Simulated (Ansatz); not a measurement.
# MnS (Rambergite): the cost of one run

Computed with Ansatz 0.2.0 (DFT PBE, scalar-relativistic, plane waves, PAW, unless a step's input says otherwise).

The COD entry's cell or inner coordinates are ideal or old and differ from later refinements, so a difference from it is no clean test against experiment.

Spin polarisation is switched off on purpose; where the compound carries moments, volume, stiffness and gap are then not the real material's.

**1. The starting structure**

It takes space group P6_3mc (No. 186, hexagonal). Conventional cell: a = 3.452 Å, b = 3.452 Å, c = 6.013 Å, α = 90.00°, β = 90.00°, γ = 120.00°. Around Mn (site symmetry 3m) lie 4 S at 2.15 to 2.19 Å. Around S (site symmetry 3m) lie 4 Mn at 2.15 to 2.19 Å.

As a file:

```xyz
4
Lattice="3.4516 0.0000 0.0000 -1.7258 2.9892 0.0000 0.0000 0.0000 6.0126" Properties=species:S:1:pos:R:3 pbc="T T T"
Mn    0.0000    1.9928    0.0630
Mn    1.7258    0.9964    3.0693
S     0.0000    1.9928    2.2519
S     1.7258    0.9964    5.2582
```

An earlier run at PBE left this cell at 15.508 Å³/atom and 0.00 GPa (12×12×6 mesh).

Volume factors to run: 0.980, 1.020, 0.960, 1.040.

**2. Volume × 0.980**

Contents of input.yaml:

```yaml
crystal:
  lattice:
    - [3.4284203381, 0.0, 0.0]
    - [-1.714210169, 2.9690991077, 0.0]
    - [0.0, 0.0, 5.9722221406]
  atoms:
    - { symbol: Mn, position: [0.3333333333, 0.6666666667, 0.0104739061] }
    - { symbol: Mn, position: [0.6666666667, 0.3333333333, 0.5104739061] }
    - { symbol: S, position: [0.3333333333, 0.6666666667, 0.3745260939] }
    - { symbol: S, position: [0.6666666667, 0.3333333333, 0.8745260939] }
basis:
  ecutwfc: 420
  ecutrho_ratio: 4
kpoints:
  mp_grid: { grid: [12, 12, 6] }
hamiltonian:
  xc: pbe
scf:
  occupations: { method: gaussian, width: 0.05 }
output:
  forces: true
  stress: true
  eigenvalues: true
relax:
  f_tol: 0.01
  max_steps: 40
  cell: { stress_tol: 0.1, fix: [volume] }
```

Run with:

```bash
ansatz run input.yaml --threads 1 --pin off --max-ram 2560MiB --backend cpu --events-out ev --progress --plain --runs-dir out
```

Q: Estimate wall time and peak memory on 1 thread of Arm Neoverse N1, shared host.

About 80 s, with a peak of 0.37 GiB.
